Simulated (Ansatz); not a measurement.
From the elastic tensor of InAs at 3 GPa (stress–strain coefficients) to moduli and sound speeds

Theory: Ansatz, DFT PBE, scalar-relativistic, plane waves, PAW. Cutoff 420 eV, 12×12×12 k-points (Γ-centred), Fermi-Dirac smearing of 0.15 eV. No spin polarisation.

Symmetry: F-43m, No. 216, cubic system. Conventional cell: a = 6.076 Å, b = 6.076 Å, c = 6.076 Å, α = 90.00°, β = 90.00°, γ = 90.00°. In (site symmetry -43m) has 4 As at 2.63 Å as nearest neighbours. As (site symmetry -43m) has 4 In at 2.63 Å as nearest neighbours.

In a metal, frequencies and elastic constants depend on the k mesh and the smearing, soft modes and shear constants most.

Relaxed-ion constants (GPa, on the Cartesian axes of the calculation):
```
83.7 51.4 51.4  0.0  0.0  0.0
51.4 83.7 51.4  0.0  0.0  0.0
51.4 51.4 83.7  0.0  0.0  0.0
 0.0  0.0  0.0 34.5  0.0  0.0
 0.0  0.0  0.0  0.0 34.5  0.0
 0.0  0.0  0.0  0.0  0.0 34.5
```

Density 5.618 g/cm³; 2 atoms in 56.08 Å³.

The values that follow are for a polycrystal of randomly turned grains, by Hill's mean where one number stands.

With S = C⁻¹: B_V = (C11+C22+C33+2(C12+C13+C23))/9, G_V = (C11+C22+C33−C12−C13−C23+3(C44+C55+C66))/15, 1/B_R = S11+S22+S33+2(S12+S13+S23), 15/G_R = 4(S11+S22+S33−S12−S13−S23)+3(S44+S55+S66); Hill is their mean. Then v_l = √((B+4G/3)/ρ), v_t = √(G/ρ), v_m = [(2/v_t³+1/v_l³)/3]^(−1/3) and Θ = (ħ/k_B)·v_m·(6π²n/V)^(1/3) for n atoms in the volume V; E = 9BG/(3B+G), ν = (3B−2G)/(2(3B+G)) and A^U = 5G_V/G_R + B_V/B_R − 6.

```json
{
  "Bulk modulus, Voigt / Reuss / Hill": "62.2 / 62.2 / 62.2 GPa",
  "Shear modulus, Voigt / Reuss / Hill": "27.2 / 23.7 / 25.4 GPa",
  "Young's modulus": "67 GPa",
  "Poisson ratio": "0.320",
  "Pugh ratio B/G": "2.44",
  "Universal anisotropy index": "0.73",
  "Longitudinal and transverse sound speeds": "4135 and 2128 m/s",
  "Debye temperature from the mean sound speed": "234 K"
}
```

The bands only touch here, so at this level the crystal is a zero-gap semiconductor or semimetal, not an ordinary metal; spin–orbit coupling, left out, can open or move such a gap.

Cost: 1 run of about 1.9 core-minutes, on AMD EPYC 9R45 (Zen 5) (shared hosts).

The crystal resists the shear measured by C44 much more strongly than the tetragonal shear governed by C11 − C12, and this contrast is the source of the anisotropy index of 0.73. In a zinc-blende network, tetragonal shear is opposed to first order only by bending of the bond angles. The C44 shear also stretches bonds, even after the two sublattices have shifted to relieve part of the strain. Young's modulus is therefore largest along the ⟨111⟩ bond directions and smallest along ⟨100⟩.

The constants satisfy the cubic conditions for stability against small homogeneous strains at this pressure, but this doesn't rule out a denser phase of lower enthalpy. The B/G ratio of 2.44 shouldn't be read as ductility, since directional bonding impedes dislocation glide and InAs is brittle under ordinary conditions.

The touching bands disagree with the known direct gap of zinc-blende InAs. The likely cause is the semilocal functional, which places the s-like conduction minimum too low relative to the p-like valence top.
